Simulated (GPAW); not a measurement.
# GaP (F-43m) in GPAW: further runs

Aim: see how the results for GaP move with the level of theory and the settings. Levels: PBE+D3M(BJ), OLYP+D3(BJ). Tasks: piezoelectric tensor.

Everything below comes from runs of GPAW 26.7.0. Logs are shortened: lines on timing, memory, paths and dates and some standing lists are left out, and cuts for length are marked. The log counts tension as positive stress, the text compression.

### Step 1. Starting point

Symmetry: F-43m, No. 216, cubic system. Conventional cell: a = 5.451 Å, b = 5.451 Å, c = 5.451 Å, α = 90.00°, β = 90.00°, γ = 90.00°. Ga (site symmetry -43m) has 4 P at 2.36 Å as nearest neighbours. P (site symmetry -43m) is surrounded by 4 Ga at 2.36 Å.

### Step 2. Piezoelectric tensor, PBE+D3M(BJ), 20.24 Å³/atom

File run.py:

```python
import json
import numpy as np
import spglib
from ase import Atoms
from ase.calculators.mixing import SumCalculator
from ase.constraints import FixSymmetry
from ase.filters import FrechetCellFilter
from ase.io import write
from ase.optimize import BFGS
from ase.stress import full_3x3_to_voigt_6_stress, voigt_6_to_full_3x3_strain
from contextlib import redirect_stdout
from dftd3.ase import DFTD3
from io import StringIO
from gpaw import GPAW, PW
from gpaw.berryphase import polarization_phase

atoms = Atoms(['Ga', 'P'],
              cell=[[0.0, 2.72525, 2.72525],
                    [2.72525, 0.0, 2.72525],
                    [2.72525, 2.72525, 0.0]],
              scaled_positions=[[0.0, 0.0, 0.0],
                                [0.75, 0.75, 0.75]],
              pbc=True)

calc = GPAW(mode=PW(410),
            xc='PBE',
            kpts={'size': (4, 4, 4), 'gamma': True},
            occupations={'name': 'fermi-dirac', 'width': 0.01},
            nbands=11,
            convergence={'density': 1e-06, 'eigenstates': 1e-09},
            random=True,
            maxiter=75,
            symmetry={'tolerance': 0.001},
            txt='gpaw.txt')
atoms.calc = SumCalculator([calc, DFTD3(method='pbe', damping='d3bjm')])
atoms.set_constraint(FixSymmetry(atoms))
BFGS(FrechetCellFilter(atoms), trajectory='relax.traj', logfile='-').run(fmax=0.005, steps=40)
atoms.set_constraint()
energy = atoms.get_potential_energy()
forces = atoms.get_forces()
stress = atoms.get_stress()
calc.write('gs.gpw')
write('result.traj', atoms)
print('Cell:', atoms.cell.cellpar().round(4))
print(atoms.get_scaled_positions().round(5))

cell = atoms.cell[:].T
dataset = spglib.get_symmetry((atoms.cell[:], atoms.get_scaled_positions(), atoms.numbers), symprec=1e-4)
rotations = [cell @ w @ np.linalg.inv(cell) for w in dataset['rotations']]

def phase(a, name):
    c = GPAW(mode=PW(410),
             xc='PBE',
             kpts={'size': (4, 4, 4), 'gamma': True},
             occupations={'name': 'fermi-dirac', 'width': 0.01},
             nbands=11,
             convergence={'density': 1e-06, 'eigenstates': 1e-09},
             random=True,
             maxiter=75,
             symmetry='off',
             txt=name + '.txt')
    b = a.copy()
    b.calc = c
    b.get_potential_energy()
    with redirect_stdout(StringIO()):
        return polarization_phase(calc=c)['phase_c']

strains, rows = [], {'clamped': [], 'relaxed': []}
for v in [0, 3]:
    phases = {'clamped': [], 'relaxed': []}
    for e in (-0.01, 0.01):
        voigt = np.zeros(6)
        voigt[v] = e
        F = voigt_6_to_full_3x3_strain(voigt)
        a = atoms.copy()
        a.set_cell(atoms.cell[:] @ F, scale_atoms=True)
        phases['clamped'].append(phase(a, f'clamped-{v}{e:+.3f}'))
        c = GPAW(mode=PW(410),
                 xc='PBE',
                 kpts={'size': (4, 4, 4), 'gamma': True},
                 occupations={'name': 'fermi-dirac', 'width': 0.01},
                 nbands=11,
                 convergence={'density': 1e-06, 'eigenstates': 1e-09},
                 random=True,
                 maxiter=75,
                 symmetry={'tolerance': 0.001},
                 txt=f'relax-{v}{e:+.3f}.txt')
        a.calc = SumCalculator([c, DFTD3(method='pbe', damping='d3bjm')])
        BFGS(a, logfile=None).run(fmax=0.002, steps=30)
        phases['relaxed'].append(phase(a, f'relaxed-{v}{e:+.3f}'))
    for key, (lo, hi) in phases.items():
        dphi = (hi - lo + np.pi) % (2 * np.pi) - np.pi
        dP = dphi @ atoms.cell[:] / (2 * np.pi * atoms.get_volume()) * 16.021766  # C/m^2
        print(v, key, (dP / (2 * 0.01)).round(4), flush=True)
        rows[key] += [R @ dP for R in rotations]
    strains += [full_3x3_to_voigt_6_stress(R @ (2 * (F - np.eye(3))) @ R.T) * [1, 1, 1, 2, 2, 2] for R in rotations]

result = {key: np.linalg.lstsq(np.array(strains), np.array(P), rcond=None)[0].T for key, P in rows.items()}
for key, e_iv in result.items():
    print(f'Piezoelectric tensor, {key} ions (C/m^2):')
    print(e_iv.round(3))
json.dump({key: e_iv.tolist() for key, e_iv in result.items()}, open('piezo.json', 'w'))
```

Potentials or basis: GPAW PAW data sets (gpaw-data 1.2.1), pw.

The run is started by

```
> OMP_NUM_THREADS=1 python run.py
```

gpaw.txt:

```text
__  _  _
 | _ |_)|_||  |
 |__||  | ||/\| - 26.7.0

Input parameters:
  mode=PW(ecut=410.0),
  convergence={'density': 1e-06, 'eigenstates': 1e-09},
  kpts=MonkhorstPack(size=(4, 4, 4), gamma=True),
  maxiter=75,
  nbands=11,
  occupations=Occupations(name='fermi-dirac', width=0.01),
  random=True,
  symmetry=Symmetry(tolerance=0.001),
  xc=XC(name='PBE')
Initializing wave functions with random numbers

                    P

       Ga

Atoms  # Å, Bohr magnetons
|   | symbol |        x |        y |        z |    initial magnetic moments |
|---|--------|----------|----------|----------|-----------------------------|
| 0 |     Ga | 0.000000 | 0.000000 | 0.000000 | ( 0.0000,  0.0000,  0.0000) |
| 1 |      P | 4.087875 | 4.087875 | 4.087875 | ( 0.0000,  0.0000,  0.0000) |

Unit cell  # Å
| periodic |        x |        y |        z |  lengths |    angles |
|----------|----------|----------|----------|----------|-----------|
|      yes | 0.000000 | 2.725250 | 2.725250 | 3.854086 | 60.000000 |
|      yes | 2.725250 | 0.000000 | 2.725250 | 3.854086 | 60.000000 |
|      yes | 2.725250 | 2.725250 | 0.000000 | 3.854086 | 60.000000 |

Number of symmetries: 24
Symmetry operations  # r_c * U_cc + t_c -> r_c
|    | kind |            matrix            |
|----|------|------------------------------|
|  0 |  E   |  1, 0, 0,  0, 1, 0,  0, 0, 1 |
|  1 |  σ   |  1, 0, 0,  0, 0, 1,  0, 1, 0 |
|  2 |  σ   |  1, 0,-1,  0, 1,-1,  0, 0,-1 |
|  3 |  C3  |  1, 0,-1,  0, 0,-1,  0, 1,-1 |
|  4 |  C3  |  1,-1, 0,  0,-1, 1,  0,-1, 0 |
|  5 |  σ   |  1,-1, 0,  0,-1, 0,  0,-1, 1 |
|  6 |  σ   |  0, 1, 0,  1, 0, 0,  0, 0, 1 |
|  7 |  C3  |  0, 1, 0,  0, 0, 1,  1, 0, 0 |
|  8 |  C2  |  0, 1,-1,  1, 0,-1,  0, 0,-1 |
|  9 |  S4  |  0, 1,-1,  0, 0,-1,  1, 0,-1 |
| 10 |  C3  |  0, 0, 1,  1, 0, 0,  0, 1, 0 |
| 11 |  σ   |  0, 0, 1,  0, 1, 0,  1, 0, 0 |
| 12 |  S4  |  0, 0,-1,  1, 0,-1,  0, 1,-1 |
| 13 |  C3  |  0, 0,-1,  0, 1,-1,  1, 0,-1 |
| 14 |  S4  |  0,-1, 1,  1,-1, 0,  0,-1, 0 |
| 15 |  C2  |  0,-1, 1,  0,-1, 0,  1,-1, 0 |
| 16 |  C3  |  0,-1, 0,  1,-1, 0,  0,-1, 1 |
| 17 |  S4  |  0,-1, 0,  0,-1, 1,  1,-1, 0 |
| 18 |  S4  | -1, 1, 0, -1, 0, 1, -1, 0, 0 |
| 19 |  C3  | -1, 1, 0, -1, 0, 0, -1, 0, 1 |
| 20 |  C3  | -1, 0, 1, -1, 1, 0, -1, 0, 0 |
| 21 |  S4  | -1, 0, 1, -1, 0, 0, -1, 1, 0 |
| 22 |  σ   | -1, 0, 0, -1, 1, 0, -1, 0, 1 |
| 23 |  C2  | -1, 0, 0, -1, 0, 1, -1, 1, 0 |
[... 165 lines left out ...]
Fermi level: 6.132
Eigenvalues  # (at kpt = [0.000, 0.000, 0.000])
| band index |      eig [eV] | occ [0-2] |
|------------|---------------|-----------|
|          0 |        -7.471 |     2.000 |
|          1 |         5.001 |     2.000 |
|          2 |         5.001 |     2.000 |
|          3 |         5.001 |     2.000 |
|          4 |         6.886 |     0.000 |
|          5 |         8.902 |     0.000 |
|          6 |         8.902 |     0.000 |
|          7 |         8.902 |     0.000 |
|          8 |        13.862 |     0.000 |
|          9 |        14.677 |     0.000 |
|         10 |        14.677 |     0.000 |

Gap: 1.642 eV
Transition (v -> c):
  (s=0, k=0, n=3, [0.00, 0.00, 0.00]) -> (s=0, k=5, n=4, [0.50, 0.50, 0.00])
Direct/indirect transitions are different
Direct gap: 1.885 eV
Transition at: (s=0, k=0, n=3, [0.00, 0.00, 0.00])

Stress tensor  # eV/Ang^3
|         x |         y |         z |
|-----------|-----------|-----------|
| -0.031161 |  0.000000 | -0.000000 |
|  0.000000 | -0.031161 | -0.000000 |
| -0.000000 | -0.000000 | -0.031161 |

Forces  # eV/Ang
|        x |       y |        z |
|----------|---------|----------|
| -0.00000 | 0.00000 | -0.00000 |  # Ga   0
|  0.00000 | 0.00000 | -0.00000 |  # P    1

Interpolating wave functions to new cell

                    P

       Ga

Atoms  # Å, Bohr magnetons
|   | symbol |         x |         y |         z |    initial magnetic moments |
|---|--------|-----------|-----------|-----------|-----------------------------|
| 0 |     Ga | -0.000000 | -0.000000 | -0.000000 | ( 0.0000,  0.0000,  0.0000) |
[... 30 lines left out ...]
| 17 |  S4  |  0,-1, 0,  0,-1, 1,  1,-1, 0 |
| 18 |  S4  | -1, 1, 0, -1, 0, 1, -1, 0, 0 |
| 19 |  C3  | -1, 1, 0, -1, 0, 0, -1, 0, 1 |
| 20 |  C3  | -1, 0, 1, -1, 1, 0, -1, 0, 0 |
| 21 |  S4  | -1, 0, 1, -1, 0, 0, -1, 1, 0 |
| 22 |  σ   | -1, 0, 0, -1, 1, 0, -1, 0, 1 |
| 23 |  C2  | -1, 0, 0, -1, 0, 1, -1, 1, 0 |
[... 157 lines left out ...]
Fermi level: 5.861
Eigenvalues  # (at kpt = [0.000, 0.000, 0.000])
| band index |      eig [eV] | occ [0-2] |
|------------|---------------|-----------|
|          0 |        -7.461 |     2.000 |
|          1 |         5.035 |     2.000 |
|          2 |         5.035 |     2.000 |
|          3 |         5.035 |     2.000 |
|          4 |         6.948 |     0.000 |
|          5 |         8.936 |     0.000 |
|          6 |         8.936 |     0.000 |
|          7 |         8.936 |     0.000 |
|          8 |        13.912 |     0.000 |
|          9 |        14.716 |     0.000 |
|         10 |        14.716 |     0.000 |

Gap: 1.635 eV
Transition (v -> c):
  (s=0, k=0, n=3, [0.00, 0.00, 0.00]) -> (s=0, k=5, n=4, [0.50, 0.50, 0.00])
Direct/indirect transitions are different
Direct gap: 1.913 eV
Transition at: (s=0, k=0, n=3, [0.00, 0.00, 0.00])

Stress tensor  # eV/Ang^3
|         x |         y |         z |
|-----------|-----------|-----------|
| -0.033258 |  0.000000 | -0.000000 |
|  0.000000 | -0.033258 |  0.000000 |
| -0.000000 |  0.000000 | -0.033258 |

Forces  # eV/Ang
|        x |       y |        z |
|----------|---------|----------|
| -0.00000 | 0.00000 | -0.00000 |  # Ga   0
| -0.00000 | 0.00000 | -0.00000 |  # P    1

Interpolating wave functions to new cell

                    P

       Ga

Atoms  # Å, Bohr magnetons
|   | symbol |         x |         y |         z |    initial magnetic moments |
|---|--------|-----------|-----------|-----------|-----------------------------|
| 0 |     Ga | -0.000000 | -0.000000 | -0.000000 | ( 0.0000,  0.0000,  0.0000) |
| 1 |      P |  4.069395 |  4.069395 |  4.069395 | ( 0.0000,  0.0000,  0.0000) |

Unit cell  # Å
| periodic |         x |        y |         z |  lengths |    angles |
|----------|-----------|----------|-----------|----------|-----------|
|      yes | -0.000000 | 2.712930 |  2.712930 | 3.836662 | 60.000000 |
|      yes |  2.712930 | 0.000000 |  2.712930 | 3.836662 | 60.000000 |
|      yes |  2.712930 | 2.712930 | -0.000000 | 3.836662 | 60.000000 |

Number of symmetries: 24
Symmetry operations  # r_c * U_cc + t_c -> r_c
|    | kind |            matrix            |
|----|------|------------------------------|
|  0 |  E   |  1, 0, 0,  0, 1, 0,  0, 0, 1 |
|  1 |  σ   |  1, 0, 0,  0, 0, 1,  0, 1, 0 |
|  2 |  σ   |  1, 0,-1,  0, 1,-1,  0, 0,-1 |
|  3 |  C3  |  1, 0,-1,  0, 0,-1,  0, 1,-1 |
|  4 |  C3  |  1,-1, 0,  0,-1, 1,  0,-1, 0 |
|  5 |  σ   |  1,-1, 0,  0,-1, 0,  0,-1, 1 |
|  6 |  σ   |  0, 1, 0,  1, 0, 0,  0, 0, 1 |
|  7 |  C3  |  0, 1, 0,  0, 0, 1,  1, 0, 0 |
|  8 |  C2  |  0, 1,-1,  1, 0,-1,  0, 0,-1 |
|  9 |  S4  |  0, 1,-1,  0, 0,-1,  1, 0,-1 |
| 10 |  C3  |  0, 0, 1,  1, 0, 0,  0, 1, 0 |
| 11 |  σ   |  0, 0, 1,  0, 1, 0,  1, 0, 0 |
| 12 |  S4  |  0, 0,-1,  1, 0,-1,  0, 1,-1 |
| 13 |  C3  |  0, 0,-1,  0, 1,-1,  1, 0,-1 |
| 14 |  S4  |  0,-1, 1,  1,-1, 0,  0,-1, 0 |
| 15 |  C2  |  0,-1, 1,  0,-1, 0,  1,-1, 0 |
| 16 |  C3  |  0,-1, 0,  1,-1, 0,  0,-1, 1 |
| 17 |  S4  |  0,-1, 0,  0,-1, 1,  1,-1, 0 |
| 18 |  S4  | -1, 1, 0, -1, 0, 1, -1, 0, 0 |
| 19 |  C3  | -1, 1, 0, -1, 0, 0, -1, 0, 1 |
| 20 |  C3  | -1, 0, 1, -1, 1, 0, -1, 0, 0 |
| 21 |  S4  | -1, 0, 1, -1, 0, 0, -1, 1, 0 |
| 22 |  σ   | -1, 0, 0, -1, 1, 0, -1, 0, 1 |
| 23 |  C2  | -1, 0, 0, -1, 0, 1, -1, 1, 0 |
[... 157 lines left out ...]
Fermi level: 5.978
Eigenvalues  # (at kpt = [0.000, 0.000, 0.000])
| band index |      eig [eV] | occ [0-2] |
|------------|---------------|-----------|
|          0 |        -7.429 |     2.000 |
|          1 |         5.145 |     2.000 |
|          2 |         5.145 |     2.000 |
|          3 |         5.145 |     2.000 |
|          4 |         7.145 |     0.000 |
|          5 |         9.044 |     0.000 |
|          6 |         9.044 |     0.000 |
|          7 |         9.044 |     0.000 |
|          8 |        14.069 |     0.000 |
|          9 |        14.839 |     0.000 |
|         10 |        14.839 |     0.000 |

Gap: 1.613 eV
Transition (v -> c):
  (s=0, k=0, n=3, [0.00, 0.00, 0.00]) -> (s=0, k=5, n=4, [0.50, 0.50, 0.00])
Direct/indirect transitions are different
Direct gap: 2.000 eV
Transition at: (s=0, k=0, n=3, [0.00, 0.00, 0.00])

Stress tensor  # eV/Ang^3
|         x |         y |         z |
|-----------|-----------|-----------|
| -0.040047 |  0.000000 |  0.000000 |
|  0.000000 | -0.040047 | -0.000000 |
|  0.000000 | -0.000000 | -0.040047 |

Forces  # eV/Ang
|        x |       y |       z |
|----------|---------|---------|
| -0.00000 | 0.00000 | 0.00000 |  # Ga   0
|  0.00000 | 0.00000 | 0.00000 |  # P    1

# Writing to gs.gpw (mode='')
```

Wall time 2.6 min (1 thread of Arm Neoverse V2, shared host); peak memory 0.28 GiB.

These settings aren't checked as converged: the numbers below hold their error.

Results:

```
Free energy                            : -10.2247 eV
Relaxed volume                         : 19.97 Å³/atom
Relaxed cell                           : a = 3.837 Å, b = 3.837 Å, c = 3.837 Å, α = 60.00°, β = 60.00°, γ = 60.00°
Space group after relaxing (to 0.05 Å) : F-43m (No. 216)
Pressure after relaxing                : 0.0 GPa
Band gap on the k mesh                 : 1.61 eV, indirect (least direct gap 2.00 eV)
Dispersion energy per atom             : -0.674 eV
```

Caveat: the k mesh is coarse (spacing up to 0.50 Å⁻¹), so the values aren't converged; the cutoff is short for stress and forces, so pressures can be off by a GPa or more; the data sets keep Ga 3d, Li 1s and Be 1s frozen, and some such compounds lay over 1.5 % in volume off other programs; the density grid can change from cell to cell, which puts small steps into energies and stress.

(Continued in part 2 of 2.)
